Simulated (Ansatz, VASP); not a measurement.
# MnO: VASP beside Ansatz

```
Mn O
1.0
     0.00000    2.22391    2.22391
     2.22391    0.00000    2.22391
     2.22391    2.22391    0.00000
Mn O
1 1
Direct
  0.00000 0.00000 0.00000
  0.50000 0.50000 0.50000
```

The cell is a database's computed one.

Alike in both runs: functional r2SCAN; k mesh 10 × 10 × 10; occupations fermi-dirac, width 0.05 eV; collinear spin; Hubbard terms Mn d U = 2.0 eV.

|  | VASP | Ansatz |
| --- | --- | --- |
| version | VASP 6.6.1 | Ansatz 0.2.0 |
| potentials or method | VASP PAW PBE potentials, release 64 (Mn_pv, O) | Ansatz PAW |
| plane-wave cutoff (eV) | 520 | 500 |
| valence electrons in the cell | 19 | 21 |
| task | single point | band structure |

Ansatz gave:

- gap on the k mesh at the Fermi level (eV): 0.40
- least direct gap on the mesh (eV): 3.12
- pressure (GPa): 2.5
- net moment per atom (μB): 2.50
- size of the moment on the site where the two differ most (μB): 4.30

**Question.** Estimate VASP's values.

**Answer.** gap on the k mesh at the Fermi level (eV): 0.42; least direct gap on the mesh (eV): 3.17; pressure (GPa): 1.9; net moment per atom (μB): 2.50; size of the moment on the site where the two differ most (μB): 4.61.

Site moments also hang on the region over which each program counts them. The programs project onto different local orbitals, so the same U acts differently. The two sets of potentials don't hold the same shells in valence.

Caveats: a cell with one magnetic atom can't hold antiferromagnetic order, which such compounds often take; the PAW data sets were made with another functional, which shifts forces and pressure a little (VASP); the magnetic or orbital state may not be the lowest (Ansatz); the PAW data sets come from PBE, with cores solved anew for the run's functional, which leaves a small shift of forces and pressure (Ansatz). The state reached can hang on the start; a lower one may exist.
